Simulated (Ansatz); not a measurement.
# KTaO3: the cost of one run

Program: Ansatz 0.2.0. Level of theory: DFT r2SCAN, scalar-relativistic, plane waves, PAW. These are calculated values, not measurements.

1 further run of the same task is left out (set aside as unsound or not needed). Runs told in other sessions of the task aren't counted.

## Step 1: The structure to begin with

The structure is cubic, space group Pm-3m (No. 221). The conventional cell has a = 4.025 Å, b = 4.025 Å, c = 4.025 Å, α = 90.00°, β = 90.00°, γ = 90.00°. K (site symmetry m-3m) is surrounded by 12 O at 2.85 Å. Ta (site symmetry m-3m) has 6 O at 2.01 Å in its first shell of neighbours. O (site symmetry 4/mmm) is surrounded by 2 Ta at 2.01 Å and 4 K at 2.85 Å.

Coordinates:

```cif
data_structure
_symmetry_space_group_name_H-M 'P 1'
_symmetry_Int_Tables_number 1
_cell_length_a 4.0245
_cell_length_b 4.0245
_cell_length_c 4.0245
_cell_angle_alpha 90.000
_cell_angle_beta 90.000
_cell_angle_gamma 90.000
_cell_volume 65.19
loop_
_atom_site_label
_atom_site_type_symbol
_atom_site_fract_x
_atom_site_fract_y
_atom_site_fract_z
_atom_site_occupancy
K1 K 0.50000 0.50000 0.50000 1
Ta1 Ta 0.00000 0.00000 0.00000 1
O1 O 0.50000 0.00000 0.00000 1
O2 O 0.00000 0.50000 0.00000 1
O3 O 0.00000 0.00000 0.50000 1
```

The cell was relaxed beforehand at this level, from a distorted copy of a database structure. At a tolerance of 0.02 Å it has space group Pm-3m (No. 221); it has 13.04 Å³/atom, an uncorrected energy of -2.66 eV/atom over the elements and, on its mesh, gap 2.16 eV.

## Step 2: The same geometry with r2SCAN

Contents of input.yaml:

```yaml
crystal:
  lattice:
    - [4.0245444164, 0.0, 0.0]
    - [0.0, 4.0245444164, 0.0]
    - [0.0, 0.0, 4.0245444164]
  atoms:
    - { symbol: K, position: [0.5, 0.5, 0.5] }
    - { symbol: Ta, position: [0.0, 0.0, 0.0] }
    - { symbol: O, position: [0.5, 0.0, 0.0] }
    - { symbol: O, position: [0.0, 0.5, 0.0] }
    - { symbol: O, position: [0.0, 0.0, 0.5] }
basis:
  ecutwfc: 500
kpoints:
  mp_grid: { grid: [8, 8, 8] }
  band_path:
    path:
      - [[0.0, 0.0, 0.0], [0.0, 0.5, 0.0], [0.5, 0.5, 0.0], [0.0, 0.0, 0.0], [0.5, 0.5, 0.5], [0.0, 0.5, 0.0]]
      - [[0.5, 0.5, 0.5], [0.5, 0.5, 0.0]]
    npoints: 14
hamiltonian:
  xc: r2scan
scf:
  occupations: { method: gaussian, width: 0.02 }
  n_extra_bands: 12
output:
  forces: true
  stress: true
  eigenvalues: true
  populations: true
  dos: { projected: true, de: 0.02, nscf_kmesh: { grid: [12, 12, 12] } }
  bader: true
  write_density: true
  write_potential: true
  elf: true
  volumetric_format: npy
```

On the command line:

```bash
> ansatz run input.yaml --threads 1 --pin off --max-ram 2560MiB --backend cpu --events-out ev --progress --plain --runs-dir out
```

Q: Estimate wall time and peak memory on 1 thread of Intel Xeon at 2.70GHz, shared host.

About 2 min, with a peak of 0.5 GiB.
